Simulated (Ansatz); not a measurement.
# Nb (Pm-3m) in Ansatz: relaxation of cell and atoms with HF

Aim: the relaxation of cell and atoms of Nb with HF.

Program: Ansatz 0.2.0. These are calculated values, not measurements. Logs are shortened: lines on timing, memory, paths and dates and some standing lists are left out, and cuts for length are marked.

### Step 1. The structure

It takes space group Pm-3m (No. 221, cubic). Conventional cell: a = 2.720 Å, b = 2.720 Å, c = 2.720 Å, α = 90.00°, β = 90.00°, γ = 90.00°. Nb (site symmetry m-3m) has 6 Nb at 2.72 Å as nearest neighbours.

The cell was built by a generator and needn't be a form met in nature.

### Step 2. Relaxation of cell and atoms, HF

input reads:

```
crystal:
  lattice:
    - [2.71964, 0.0, 0.0]
    - [0.0, 2.71964, 0.0]
    - [0.0, 0.0, 2.71964]
  atoms:
    - { symbol: Nb, position: [0.5, 0.5, 0.5] }
hamiltonian:
  xc: hf
  pseudopotentials: { kind: paw }
kpoints:
  mp_grid: { grid: [5, 5, 5] }
scf:
  occupations: { method: fermi_dirac, width: 0.05 }
output:
  forces: true
  stress: true
  eigenvalues: true
relax:
  f_tol: 0.01
  max_steps: 40
  cell: { stress_tol: 0.05 }
```

Potentials or basis: Ansatz PAW.

Log:

```text
GPUs: using 1 of 1 available (devices: 1).
Engine: ansatz 0.2.0, x86_64-unknown-linux-gnu
Pseudopotentials: kind: paw
Pseudopotential: Nb, paw, valence charge 13, recommended cutoff 420 eV (normal), Nb.paw.azcp
Functional definition: HF
  exchange = exact_x
  correlation = 0
device memory: the entry about to start is reckoned to put 0.5 GiB on a device that reports 48.3 GiB free (of which the cap on the GPU budget leaves the run 18.0 GiB)
GPU FFT provider: cuFFT
GPU libraries: cuBLAS 13.8.2, cuFFT 12.4.0, cuSOLVER 12.3.4
Crystal: 1 atoms, lattice volume = 20.116 Å³
Basis set: ecut = 420 eV, 389 PW (Γ)
Bands: 11, of which v1, the nominal top of the filled ones, is band 7 counted from 1 (6 counted from 0)
Symmetry: 48 space group operations
Space group: Pm-3m (ITA 221), of the structure as read, at distance tolerance 2.7e-5 Å
k-points: 10 of 125
Non-local potential: Nb, projectors of the file, l = 0: 3, l = 1: 2, l = 2: 2, l = 3: 1
PAW form: soft (Blöchl's): semilocal exchange-correlation on the pseudo side does not see the compensation charge
PAW frozen core: Nb, regenerated for the run's functional, and the local potential with it (the file was generated under x = pbe(κ = 0.804, μ = 0.2195149727645171), c = pbe(β = 0.06672455060314922))
PAW one-centre angular grid: Nb, 590 points (default); XC on 64 Gauss nodes
Initial density: superposition of atomic densities (neutral atoms: chi_scale 0, normalization atom), corrected by the library's trained network
Initial wavefunctions: pseudopotential atomic-orbital guess
GPU buffer pool allocated for 8000 grid points (all kernels)
GPU transforms: local potential and band sums: pruned to the plane-wave sphere, on 18×18×18
Functional: x = pbe(κ = 0.804, μ = 0.2195149727645171), c = none, warm-up for x = 0 pbe(κ = 0.804, μ = 0.2195149727645171) + 1 exact, c = none
SCF iter   1: F=—  HF=-4493.244015 eV  |F-HF|=—  |Δ(HF+E_count)|=         —  Δρ=9.41e-3  dr2=9.71e-3  ethr=1.77e-3  ⟨swp⟩=6.9  Hψ=433  notcnv=0
preconditioner: auto → none  [metal: Δε(μ)=0.062 eV  Ē_g=6.590 eV  σ=0.050 eV  W_gap=0.29  n_scr=6 (ndim 8)  ℏωp=18.5 eV  f_vac=0.000  D(μ)=3.94/eV (n_scr^D=80)  sad-step TF]
SCF iter   2: F=—  HF=-4493.243272 eV  |F-HF|=—  |Δ(HF+E_count)|=   7.43e-4  Δρ=5.53e-3  dr2=4.10e-3  ethr=7.47e-5  ⟨swp⟩=2.6  Hψ=208  notcnv=0
iter 3 solved again at ethr=7.49e-7 eV; its pass at ethr=3.16e-5 eV (dr2=9.73e-5 eV) is discarded
SCF iter   3: F=—  HF=-4493.242812 eV  |F-HF|=—  |Δ(HF+E_count)|=   4.60e-4  Δρ=8.69e-4  dr2=9.50e-5  ethr=7.49e-7  ⟨swp⟩=2.5  Hψ=408  notcnv=0
SCF iter   4: F=—  HF=-4493.242812 eV  |F-HF|=—  |Δ(HF+E_count)|=   5.31e-7  Δρ=2.64e-4  dr2=1.14e-5  ethr=7.31e-7  ⟨swp⟩=3.0  Hψ=226  notcnv=0
SCF iter   5: F=—  HF=-4493.242815 eV  |F-HF|=—  |Δ(HF+E_count)|=   3.19e-6  Δρ=8.13e-5  dr2=1.25e-6  ethr=8.78e-8  ⟨swp⟩=3.0  Hψ=200  notcnv=0
SCF iter   6: F=—  HF=-4493.242815 eV  |F-HF|=—  |Δ(HF+E_count)|=   3.28e-7  Δρ=1.18e-5  dr2=2.66e-8  ethr=9.65e-9  ⟨swp⟩=3.0  Hψ=206  notcnv=0
SCF iter   7: F=—  HF=-4493.242815 eV  |F-HF|=—  |Δ(HF+E_count)|=   1.05e-8  Δρ=1.59e-6  dr2=4.99e-10  ethr=2.05e-10  ⟨swp⟩=3.0  Hψ=210  notcnv=0
SCF iter   8: F=-4493.242815 eV  HF=-4493.242815 eV  |F-HF|=2.73e-12  |Δ(HF+E_count)|=  1.24e-10  Δρ=2.25e-7  dr2=4.13e-12  ethr=3.83e-12  ⟨swp⟩=3.1  Hψ=236  notcnv=0
SCF 1 converged in 8 iterations: F = -4493.242815 eV  dr2 = 4.13e-12
device memory: the entry about to start is reckoned to put 1.1 GiB on a device that reports 48.3 GiB free (of which the cap on the GPU budget leaves the run 18.0 GiB)
GPU FFT provider: cuFFT
GPU libraries: cuBLAS 13.8.2, cuFFT 12.4.0, cuSOLVER 12.3.4
Initial density: handed on by an earlier stage of this run
Initial wavefunctions: those handed on with the density
GPU buffer pool allocated for 8000 grid points (all kernels)
GPU transforms: local potential and band sums: pruned to the plane-wave sphere, on 18×18×18
Functional: x = 0 pbe(κ = 0.804, μ = 0.2195149727645171) + 1 exact, c = none
Exchange kernel: α = 1.0000, full range, Wigner–Seitz truncation, v(0) = 6337.3212 eV·Å³, q-mesh 5×5×5, nearest image of the exchange supercell L = 13.60 Å, pair-density grid 15×15×15, without the augmentation charges, whose exchange is taken in its separable form by FFT convolution over the k-point mesh (sized by the pseudopotential files, 18×18×18 at the most), smooth part of the exact exchange by density-matrix convolution in up to 752.4 MiB of GPU memory as planned if the GPU has room (build and FFT work areas not counted)
Frozen-core exchange: fock
iter 1 solved again at ethr=1.01e-3 eV; its pass at ethr=1.00e-1 eV (dr2=1.32e-1 eV) is discarded
SCF iter   1: F=—  HF=-4499.100661 eV  |F-HF|=—  |Δ(HF+E_count)|=         —  Δρ=2.59e-2  dr2=3.32e-1  ethr=1.01e-3  ⟨swp⟩=3.0  Hψ=476  notcnv=0
[... 328 lines left out ...]
GPU transforms: local potential and band sums: pruned to the plane-wave sphere, on 18×18×18
Exchange kernel: α = 1.0000, full range, Wigner–Seitz truncation, v(0) = 6881.7080 eV·Å³, q-mesh 5×5×5, nearest image of the exchange supercell L = 14.17 Å, pair-density grid 15×15×15, without the augmentation charges, whose exchange is taken in its separable form by FFT convolution over the k-point mesh (sized by the pseudopotential files, 18×18×18 at the most), smooth part of the exact exchange by density-matrix convolution in up to 754.0 MiB of GPU memory as planned if the GPU has room (build and FFT work areas not counted)
Frozen-core exchange: fock
SCF iter   1: F=—  HF=-4500.045217 eV  |F-HF|=—  |Δ(HF+E_count)|=         —  Δρ=3.30e-7  dr2=1.64e-11  ethr=2.27e-12  ⟨swp⟩=3.9  Hψ=320  notcnv=0
SCF iter   2: F=-4500.045217 eV  HF=-4500.045217 eV  |F-HF|=0.00e0  |Δ(HF+E_count)|=  7.28e-12  Δρ=9.95e-9  dr2=3.81e-12  ethr=1.00e-12  ⟨swp⟩=2.0  Hψ=177  notcnv=0
SCF 23 converged in 2 iterations: F = -4500.045217 eV  dr2 = 3.81e-12
  Residual-converged pass: ⟨swp⟩=3.1  Hψ=245  notcnv=0  max |occ|·‖R‖ = 8.0e-9 eV (tolerance 1.0e-8 eV)  dr2=3.81e-12  dr2_onsite=3.46e-15  max |Δocc| = 3.8e-14
hybrid outer 5: dexx = +1.143e-11 eV, tail = 7.91e-12 eV, Δε = 4.96e-6 eV (about 1.86e-6 eV left of the loop's levels), ΔF = 1.05e-30 eV/Å (tail inf)
relax step   3: F+E_penalty+E_count = -4500.04521750 eV  Δ(F+E_penalty+E_count) = -3.875e-3 eV  max|allowed force component| = 0.000e0 eV/Å  Δτ_max = 0.0000 Å  P = -0.197 GPa  Ω = 22.763 Å³  energy of the carried Pulay correction = -7.025e-4 eV  (28 SCF iters, accepted)
device memory: the entry about to start is reckoned to put 1.1 GiB on a device that reports 48.2 GiB free (of which the cap on the GPU budget leaves the run 18.0 GiB)
GPU FFT provider: cuFFT
GPU libraries: cuBLAS 13.8.2, cuFFT 12.4.0, cuSOLVER 12.3.4
Crystal: 1 atoms, lattice volume = 22.726 Å³
GPU buffer pool allocated for 8000 grid points (all kernels)
GPU transforms: local potential and band sums: pruned to the plane-wave sphere, on 18×18×18
Exchange kernel: α = 1.0000, full range, Wigner–Seitz truncation, v(0) = 6874.2785 eV·Å³, q-mesh 5×5×5, nearest image of the exchange supercell L = 14.16 Å, pair-density grid 15×15×15, without the augmentation charges, whose exchange is taken in its separable form by FFT convolution over the k-point mesh (sized by the pseudopotential files, 18×18×18 at the most), smooth part of the exact exchange by density-matrix convolution in up to 754.0 MiB of GPU memory as planned if the GPU has room (build and FFT work areas not counted)
Frozen-core exchange: fock
iter 1 solved again at ethr=1.45e-6 eV; its pass at ethr=1.00e-1 eV (dr2=1.88e-4 eV) is discarded
SCF iter   1: F=—  HF=-4500.045162 eV  |F-HF|=—  |Δ(HF+E_count)|=         —  Δρ=4.55e-4  dr2=4.59e-5  ethr=1.45e-6  ⟨swp⟩=3.0  Hψ=440  notcnv=0
preconditioner: auto → none  [insulator: Δε(μ)=1.358 eV  Ē_g=13.229 eV  σ=0.050 eV  W_gap=0.84  n_scr=6 (ndim 8)  ℏωp=17.4 eV  f_vac=0.000  D(μ)=0.68/eV (n_scr^D=6)]
iter 2 solved again at ethr=1.25e-8 eV; its pass at ethr=2.54e-7 eV (dr2=1.63e-6 eV) is discarded
SCF iter   2: F=—  HF=-4500.045144 eV  |F-HF|=—  |Δ(HF+E_count)|=   1.82e-5  Δρ=1.19e-4  dr2=1.91e-5  ethr=1.25e-8  ⟨swp⟩=2.0  Hψ=392  notcnv=0
SCF iter   3: F=—  HF=-4500.045143 eV  |F-HF|=—  |Δ(HF+E_count)|=   9.73e-7  Δρ=2.00e-5  dr2=1.87e-5  ethr=1.25e-8  ⟨swp⟩=3.0  Hψ=226  notcnv=0
SCF iter   4: F=—  HF=-4500.045255 eV  |F-HF|=—  |Δ(HF+E_count)|=   1.12e-4  Δρ=3.12e-4  dr2=2.07e-5  ethr=2.87e-10  ⟨swp⟩=5.0  Hψ=353  notcnv=0
SCF iter   5: F=—  HF=-4500.045246 eV  |F-HF|=—  |Δ(HF+E_count)|=   9.70e-6  Δρ=6.17e-5  dr2=2.33e-6  ethr=2.87e-10  ⟨swp⟩=4.1  Hψ=313  notcnv=0
[... 95 lines left out ...]
GPU FFT provider: cuFFT
GPU libraries: cuBLAS 13.8.2, cuFFT 12.4.0, cuSOLVER 12.3.4
GPU buffer pool allocated for 8000 grid points (all kernels)
GPU transforms: local potential and band sums: pruned to the plane-wave sphere, on 20×20×20
Exchange kernel: α = 1.0000, full range, Wigner–Seitz truncation, v(0) = 6874.2785 eV·Å³, q-mesh 5×5×5, nearest image of the exchange supercell L = 14.16 Å, pair-density grid 15×15×15, without the augmentation charges, whose exchange is taken in its separable form by FFT convolution over the k-point mesh (sized by the pseudopotential files, 20×20×20 at the most), smooth part of the exact exchange by density-matrix convolution in up to 768.0 MiB of GPU memory as planned if the GPU has room (build and FFT work areas not counted)
Frozen-core exchange: fock
SCF iter   1: F=—  HF=-4500.046261 eV  |F-HF|=—  |Δ(HF+E_count)|=         —  Δρ=6.11e-7  dr2=5.81e-11  ethr=1.86e-11  ⟨swp⟩=7.0  Hψ=380  notcnv=0
preconditioner: auto → none  [insulator: Δε(μ)=1.362 eV  Ē_g=13.275 eV  σ=0.050 eV  W_gap=0.84  n_scr=6 (ndim 8)  ℏωp=17.4 eV  f_vac=0.000  D(μ)=0.68/eV (n_scr^D=6)]
SCF iter   2: F=—  HF=-4500.046261 eV  |F-HF|=—  |Δ(HF+E_count)|=  1.46e-11  Δρ=1.82e-7  dr2=3.39e-11  ethr=1.00e-12  ⟨swp⟩=2.0  Hψ=177  notcnv=0
SCF iter   3: F=—  HF=-4500.046261 eV  |F-HF|=—  |Δ(HF+E_count)|=    0.00e0  Δρ=1.26e-8  dr2=3.29e-11  ethr=1.00e-12  ⟨swp⟩=2.0  Hψ=177  notcnv=0
SCF iter   4: F=—  HF=-4500.046261 eV  |F-HF|=—  |Δ(HF+E_count)|=  9.73e-11  Δρ=1.12e-7  dr2=1.11e-11  ethr=1.00e-12  ⟨swp⟩=3.4  Hψ=202  notcnv=0
SCF iter   5: F=-4500.046261 eV  HF=-4500.046261 eV  |F-HF|=0.00e0  |Δ(HF+E_count)|=  9.09e-13  Δρ=1.62e-8  dr2=9.07e-12  ethr=1.00e-12  ⟨swp⟩=2.0  Hψ=177  notcnv=0
SCF 31 converged in 5 iterations: F = -4500.046261 eV  dr2 = 9.07e-12
  Residual-converged pass: ⟨swp⟩=3.0  Hψ=244  notcnv=0  max |occ|·‖R‖ = 6.8e-9 eV (tolerance 1.0e-8 eV)  dr2=9.07e-12  dr2_onsite=5.82e-15  max |Δocc| = 6.6e-14
hybrid outer 4: dexx = +1.534e-10 eV, tail = 2.22e-11 eV, Δε = 2.03e-5 eV (about 4.33e-6 eV left of the loop's levels)
relax step   5: F+E_penalty+E_count = -4500.04626052 eV  Δ(F+E_penalty+E_count) = -1.012e-3 eV  max|allowed force component| = 0.000e0 eV/Å  Δτ_max = 0.0000 Å  P = +0.037 GPa  Ω = 22.726 Å³  stress off target by 3.71e-2 GPa  SCF on the basis re-selected at this cell (its energy is not comparable with the rows above)  (21 SCF iters)
basis re-selected at this cell: Δ(F+E_penalty+E_count) = -1.012e-3 eV, ΔP = +0.031 GPa vs the last step (what re-selecting the basis moved, of the pressure what is left beyond the Pulay correction that the steps carried, after the strain that the cell walked since its last selection, with what the two solves' SCF thresholds leave and, on support functions, any second-order correction that the steps lacked; it is no measure of the basis error at this ecutwfc). This SCF's stress stands 3.71e-2 GPa from its target on what of the cell is left free (relax.cell.stress_tol is 5.00e-2 GPa) and its largest allowed force component is 0.00e0 eV/Å (relax.f_tol is 1.00e-2 eV/Å): within both
hybrid SCF converged: 4 outer / 21 inner (+0 warm-up), last move |dexx| = 1.53e-10 eV, tail = 2.22e-11 eV
Stability not checked: this state was not tested for a lower state beside it, because the functional holds exact exchange (a hybrid, or Hartree-Fock), whose exchange loop this test does not read (fock_operator; see scf.lower_state_search)
Free energy (F): -4500.046261 eV
Frozen-core exchange: fock
Harris-Foulkes:  -4500.046261 eV  (|F-HF|=0.00e0)
Internal energy: -4500.040713 eV  (E = F + TS)
E sigma→0 (E₀):  -4500.043487 eV
Entropy (-TS):   -0.005548 eV (-5.548 meV/atom)
Fermi energy:    13.773981 eV
--- Per-component energies (eV) ---
  E_band       = -222.449419
  E_kinetic    = 388.652024
  E_local      = -858.686351  (includes V_loc(G=0)·N_el)
  E_nonlocal   = 115.126291
  E_hartree    = 270.026833
  E_xc         = 0.000000
  E_vxc        = 0.000000  (∫ρ·V_xc dr)
  E_exx        = -164.528974  (= α·E_x^exact, valence–valence)
  E_paw        = -3030.354389  (= ΣΔE_a)
  E_vpaw       = -78.537115  (= ΣTr[D̂ρ^β])
  E_aug_tail   = 0.000008  (compensation charges beyond the density's cutoff)
  E_ewald      = -1218.824735
  E_core_change = -1.451420  (= ΣΔE_core)
  E_smearing   = -0.005548  (= −TS)
  E_closure    = 0.000000  (closes the sum)
  Σ components = -4500.046261   (vs F -4500.046261, Δ=-9.09e-13)
--- Forces (eV/Å), atoms counted from 1 ---
  atom   1  Nb    -0.00000000     0.00000000    -0.00000000
  max |Σ_I F_I| component: 1.26e-29 eV/Å
--- Stress (GPa, compression-positive) ---
        0.037067       0.000000       0.000000
        0.000000       0.037067       0.000000
        0.000000       0.000000       0.037067
  P = ⅓ Tr σ = 0.0371 GPa (0.371 kbar)
--- Band table (eV; the first three rows and the last of 10) ---
  k-point 0: bands = ["-56.6287", "-26.2029", "-26.2029", "-26.2029", "3.9862", "7.4470", "7.4470", "25.7515", "25.7515", "25.7515", "33.6808"]
  k-point 1: bands = ["-56.5654", "-26.8110", "-26.1680", "-26.1680", "5.3761", "7.7884", "9.2526", "24.0293", "24.0293", "25.8821", "29.7842"]
  k-point 2: bands = ["-56.4605", "-27.7313", "-26.1112", "-26.1112", "8.0593", "8.3966", "12.0400", "22.0764", "22.0764", "26.1015", "27.4512"]
  k-point 9: bands = ["-56.1643", "-27.3285", "-27.2965", "-27.2965", "11.5910", "13.6897", "13.6897", "22.0289", "22.0289", "27.1619", "27.5100"]
--- Relaxed structure (4 steps of the walk, 4 accepted, 1 SCFs on fresh bases) ---
  F+E_penalty+E_count = -4500.04626052 eV   max|allowed force component| = 0.000e0 eV/Å   (the final SCF, on the basis selected at the relaxed cell)
  cell:  # Å, volume = 22.7257 Å³
    - [2.832514368866263, 8.746931830758696e-33, 0.0]
    - [8.746931830758696e-33, 2.832514368866263, -2.0543252740130515e-33]
    - [0.0, -2.0543252740130515e-33, 2.832514368866263]
  atoms:
    - { symbol: Nb, position: [0.49999999999999994, 0.49999999999999994, 0.49999999999999994] }
```

Wall time 27 s (1 × NVIDIA H100 80GB HBM3 with 2 threads of AMD EPYC 7R13 (Zen 3), shared host); peak memory 1.5 GiB.

What came out:

| Property | Result |
| --- | --- |
| Free energy | -4500.0463 eV |
| Relaxed volume | 22.73 Å³/atom |
| Relaxed cell | a = 2.833 Å, b = 2.833 Å, c = 2.833 Å, α = 90.00°, β = 90.00°, γ = 90.00° |
| Space group after relaxing (to 0.05 Å) | Pm-3m (No. 221) |
| Energy gained by relaxing | 127.5 meV/atom |
| Ionic steps | 5 |
| Pressure after relaxing | 0.0 GPa |
| Band gap on the k mesh | none (metal or under the smearing width) |

The path:
| step | energy change (eV) | largest force (eV/Å) | volume (Å³) |
| --- | --- | --- | --- |
| 1 | 0.0000 | 0.0000 | 20.12 |
| 2 | -0.1226 | 0.0000 | 23.20 |
| 3 | -0.1264 | 0.0000 | 22.76 |
| 4 | -0.1265 | 0.0000 | 22.73 |
| 5 | -0.1275 | 0.0000 | 22.73 |

Final structure:
```cif
data_structure
_symmetry_space_group_name_H-M 'P 1'
_symmetry_Int_Tables_number 1
_cell_length_a 2.8325
_cell_length_b 2.8325
_cell_length_c 2.8325
_cell_angle_alpha 90.000
_cell_angle_beta 90.000
_cell_angle_gamma 90.000
_cell_volume 22.73
loop_
_atom_site_label
_atom_site_type_symbol
_atom_site_fract_x
_atom_site_fract_y
_atom_site_fract_z
_atom_site_occupancy
Nb1 Nb 0.50000 0.50000 0.50000 1
```

Levels at points of the mesh, in eV from the Fermi level:
| k point | band 4 | band 5 | band 6 | band 7 | band 8 | band 9 | band 10 | band 11 |
| --- | --- | --- | --- | --- | --- | --- | --- | --- |
| (0.00, 0.00, 0.00) | -39.98 | -9.79 | -6.33 | -6.33 | 11.98 | 11.98 | 11.98 | 19.91 |

Caveat: the k mesh is coarse (spacing up to 0.46 Å⁻¹), so the values aren't converged, least of all with exact exchange; the plane-wave basis is chosen anew once the cell has moved, so the energies of steps on either side of that aren't comparable; the PAW data sets come from PBE, with cores solved anew for the run's functional, which leaves a small shift of forces and pressure.
